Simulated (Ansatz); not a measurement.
# Lu (omega type): a single-point run

Aim: a sound single-point run of Lu (omega type). The structure is shown as the input types it.

Program: Ansatz 0.2.0. Level of theory: DFT, PBE, all-electron LAPW, scalar-relativistic. These are calculated values, not measurements.

2 further runs of the same task are left out: 2 that didn't finish.

### Step 1. The starting structure

The structure is hexagonal, space group P6/mmm (No. 191). Conventional cell: a = 5.433 Å, b = 5.433 Å, c = 3.412 Å, α = 90.00°, β = 90.00°, γ = 120.00°. Lu (site symmetry 6/mmm) has 14 Lu at 3.41 to 3.57 Å as nearest neighbours. Lu (site symmetry -6m2) is surrounded by 11 Lu at 3.14 to 3.57 Å.

Coordinates:

```
Lu
1.0
     5.43344    0.00000    0.00000
    -2.71672    4.70550    0.00000
     0.00000    0.00000    3.41151
Lu
3
Direct
  0.00000 0.00000 0.00000
  0.33333 0.66667 0.50000
  0.66667 0.33333 0.50000
```

### Step 2. Input and run

File input.yaml:

```yaml
crystal:
  lattice:
    - [5.433443041, 0.0, 0.0]
    - [-2.7167215205, 4.7054997035, 0.0]
    - [0.0, 0.0, 3.4115116824]
  atoms:
    - { symbol: Lu, position: [0.0, 0.0, 0.0] }
    - { symbol: Lu, position: [0.3333333333, 0.6666666667, 0.5] }
    - { symbol: Lu, position: [0.6666666667, 0.3333333333, 0.5] }
kpoints:
  mp_grid: { grid: [7, 6, 11] }
  band_path:
    path:
      - [0.0, 0.0, 0.0]
      - [0.5, 0.0, 0.0]
      - [0.3333333333, 0.3333333333, 0.0]
      - [0.0, 0.0, 0.0]
      - [0.0, 0.0, 0.5]
      - [0.5, 0.0, 0.5]
      - [0.3333333333, 0.3333333333, 0.5]
      - [0.0, 0.0, 0.5]
      - [0.5, 0.0, 0.5]
    npoints: 14
scf:
  occupations: { method: fermi_dirac, width: 0.1 }
  max_iter: 60
hamiltonian:
  xc: pbe
  pseudopotentials: { kind: all_electron, lapw: { basis_error: 0.001 } }
output:
  forces: true
  stress: true
  eigenvalues: true
  populations: true
```

Run with:

```
$ ansatz run input.yaml --threads 1 --pin off --max-ram 3072MiB --backend cpu --events-out ev --progress --plain --runs-dir out
```

**Question.** How will this run end, and is anything wrong with its input?

The run converged and reported no error, with warnings (symmetry narrowed by mesh). Its log warns: «crystal.symmetry: narrowed to the stabiliser of the k-point mesh — unitary ops 24 → 4; excluded 20 operations that carry a point of the 7×6×11 mesh (shift [0, 0 ...»

The suspect setting: kpoints.mp_grid.grid is [7, 6, 11]. What could go wrong: uneven k-mesh. It still converged here, which does not make the setting sound.

Run again and compare: set kpoints.mp_grid.grid to [7, 7, 10].
